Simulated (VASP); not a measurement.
Write the native input for VASP 6.6.1 that does the following.

```yaml
Task: single point
Functional: PBE
Dispersion: D3(BJ)
Potentials_or_basis: VASP PAW PBE potentials, release 64 (C, O)
Cutoff: 520 eV
k_mesh: 1 × 1 × 1
Occupations: fermi-dirac, width 0.02 eV
Spin: no spin polarisation
Dipole_correction: no
Further_INCAR_settings: LREAL = Auto; ALGO = Fast; EDIFF = 1e-06; NBANDS = 101
```

The structure of CO2 lies in POSCAR:

```
CO2
1.0
    8.7065880000      0.0000000000      0.0000000000
    0.0000000000      8.7065880000      0.0000000000
    0.0000000000      0.0000000000      8.7065880000
C O
10 20
Direct
    0.3910372238      0.1878922030      0.6220002600
    0.9955564683     -0.0316771622      0.3190457617
    0.7920783664      0.4566771737      0.3837094393
    0.3558110249      0.4627530325      0.9045678973
    0.4877800580      0.8337824186      1.0813420826
    1.0721421526      0.5437721413      0.7526139976
    0.6486467489      0.7158372488      0.6715489466
    0.2336965985      0.5524667068      0.2783409529
    0.0786415988      0.9751236650      0.6912122177
    0.7845782986      0.2237501074      0.9813947783
    0.3403744383      0.2306414407      0.5046408536
    0.4102870148      0.1309927609      0.7503972854
    0.8857430718     -0.1027497798      0.3051826961
    1.0986737859      0.0536834866      0.3093864095
    0.8252371652      0.3900609515      0.4925810203
    0.7305387598      0.5233508235      0.2848073206
    0.2759060151      0.4308576448      0.9966016538
    0.3918641838      0.5000006891      0.7789274053
    0.3516073116      0.8550766385      1.0565103115
    0.6145920767      0.8131543608      1.1195545258
    1.0046415427      0.5805948323      0.8638056607
    1.1402514969      0.5046293680      0.6356795567
    0.5705679423      0.8140617197      0.6297644956
    0.7418635176      0.6284436567      0.7060400699
    0.1036686243      0.5704301157      0.2512350418
    0.3683991938      0.5458280557      0.2913196306
    0.1083202743      1.0875327970      0.7567028554
    0.0450118921      0.8553178352      0.6516100222
    0.7123800965      0.1845039641      1.0896001970
    0.8223657764      0.2458368307      0.8495061441
```

The cell was built by a generator and needn't be a form met in nature.

These files were run (other wordings do the same):

INCAR

```
ALGO     = Fast           # electronic algorithm
EDIFF    = 1E-6           # SCF threshold, eV
ENCUT    = 520            # plane-wave cutoff, eV
GGA      = PE             # functional
ISIF     = 2              # what is computed and relaxed
ISMEAR   = -1             # smearing method
IVDW     = 12             # dispersion correction
LASPH    = True           # aspherical terms in the spheres
LCHARG   = False          # write CHGCAR
LREAL    = Auto         
LWAVE    = False          # write WAVECAR
NBANDS   = 101            # bands
NELM     = 100            # most SCF steps
PREC     = Accurate       # precision mode
SIGMA    = 0.02           # smearing width, eV
```

KPOINTS

```
k-points
0
Gamma
  1 1 1
```

Potentials or basis: VASP PAW PBE potentials, release 64 (C, O).

Command:

```bash
$ cat potpaw_PBE.64/C/POTCAR potpaw_PBE.64/O/POTCAR > POTCAR
$ mpirun -np 1 vasp_gam > vasp.out
```

Results of the run:

The pressure is 1.7 GPa, the largest force is 10.508 eV/Å and the band gap on the k mesh is 5.35 eV, direct. The dispersion energy per atom is -0.044 eV.

Caveat: the standard files for N, O and F lose accuracy on very short bonds.

It took 78 s on 1 thread of Intel(R) Xeon(R) 6975P-C (Granite Rapids), on a shared host, peak memory 0.66 GiB.
